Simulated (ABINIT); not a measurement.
CsPbBr3:

```
Pb Cs Br
1.0
     5.87000    0.00000    0.00000
     0.00000    5.87000    0.00000
     0.00000    0.00000    5.87000
Pb Cs Br
1 1 3
Direct
  0.50000 0.50000 0.50000
  0.00000 0.00000 0.00000
  0.50000 0.50000 0.00000
  0.50000 0.00000 0.50000
  0.00000 0.50000 0.50000
```

Measurements of this composition are mostly on another form, of space group No. 62.

Base run:

| Quantity | Value |
| --- | --- |
| Program | ABINIT 10.8.3 (patched build) |
| Functional | PBEsol |
| Potentials or basis | PseudoDojo NC SR PBEsol v0.4.1 standard |
| Cutoff | 762 eV |
| k mesh | 5 × 5 × 5 |
| Occupations | fermi-dirac, width 0.05 eV |
| Spin | no spin polarisation |

Its results: pressure 0.0 GPa.

The run is repeated on the same cell with these changes: functional from PBEsol to LDA; potentials or basis from PseudoDojo NC SR PBEsol v0.4.1 standard to JTH PAW LDA v2.0; cutoff from 762 eV to 707 eV. What comes out?

Pressure -1.3 GPa.
